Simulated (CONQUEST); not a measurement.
Runs of CONQUEST 1.3 on TePb. It takes space group Fm-3m (No. 225, cubic). Conventional cell: a = 6.462 Å, b = 6.462 Å, c = 6.462 Å, α = 90.00°, β = 90.00°, γ = 90.00°. Pb (site symmetry m-3m) is surrounded by 6 Te at 3.23 Å. Te (site symmetry m-3m) is surrounded by 6 Pb at 3.23 Å. 

```csv
level,potentials or basis,cell,k mesh,smearing,gap on the mesh (eV),pressure (GPa),largest force (eV/Å)
PBE,"PseudoDojo NC PBE, SZ, grid cutoff 120 Ha",as given,6 × 6 × 4,fermi-dirac 0.05 eV,0.93,5.6,-
PBE,"PseudoDojo NC PBE, DZ, grid cutoff 120 Ha",as given,6 × 6 × 4,fermi-dirac 0.05 eV,(a),3.8,-
PBE,"PseudoDojo NC PBE, SZP, grid cutoff 120 Ha","atoms moved at random, drawn with an rms of 0.05 Å",6 × 6 × 4,fermi-dirac 0.05 eV,0.92,3.0,0.09
PBE,"PseudoDojo NC PBE, DZP, grid cutoff 120 Ha","atoms moved at random, drawn with an rms of 0.05 Å",6 × 6 × 4,fermi-dirac 0.05 eV,0.81,2.5,0.05
LDA,"PseudoDojo NC LDA, DZP, grid cutoff 80 Ha","atoms moved at random, drawn with an rms of 0.1 Å",5 × 5 × 4,fermi-dirac 0.1 eV,1.24,-0.9,0.19
```

Alike in all rows: task single point; no spin polarisation.

Task: Fill in the values left out.

Result: (a) 0.84.

Caveats: spin-orbit coupling is left out, which as a rule narrows the gap of such compounds by several tenths of an eV; the basis of atomic orbitals isn't converged, which shifts pressures, moduli and gaps; the atomic basis is small (some runs); the box holds several primitive cells, so bands are folded and the points are those of the box's own zone (some runs); the real-space grid breaks the cell's symmetry a little (some runs); an odd mesh through Γ misses points on the zone boundary, where band edges often lie (some runs).

A k mesh can miss the band edges, and the runs leave out spin-orbit coupling on Pb, Te.
